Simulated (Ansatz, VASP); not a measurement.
**One calculation of PbS (Galena), two programs**

```
Pb S
1.0
     4.19420    0.00000    0.00000
     2.09710    3.63229    0.00000
     2.09710    1.21076    3.42455
Pb S
1 1
Direct
  0.00000 0.00000 0.00000
  0.50000 0.50000 0.50000
```

Alike in both runs: task single point; functional PBE; k mesh 6 × 6 × 6; no spin polarisation.

|  | VASP | Ansatz |
| --- | --- | --- |
| version | VASP 6.6.1 | Ansatz 0.2.0 |
| potentials or method | VASP PAW PBE potentials, release 64 (Pb_d, S) | plane waves, PAW |
| plane-wave cutoff (eV) | 520 | 420 |
| occupations | gaussian, width 0.01 eV | fixed |
| valence electrons in the cell | 20 | 20 |

Ansatz gave:

| Property | Result |
| --- | --- |
| pressure (GPa) | 2.2 |

Q: Which values does VASP return?

A: Pressure (GPa): 2.1.

Ansatz warned: «stress_scf_threshold_loose».
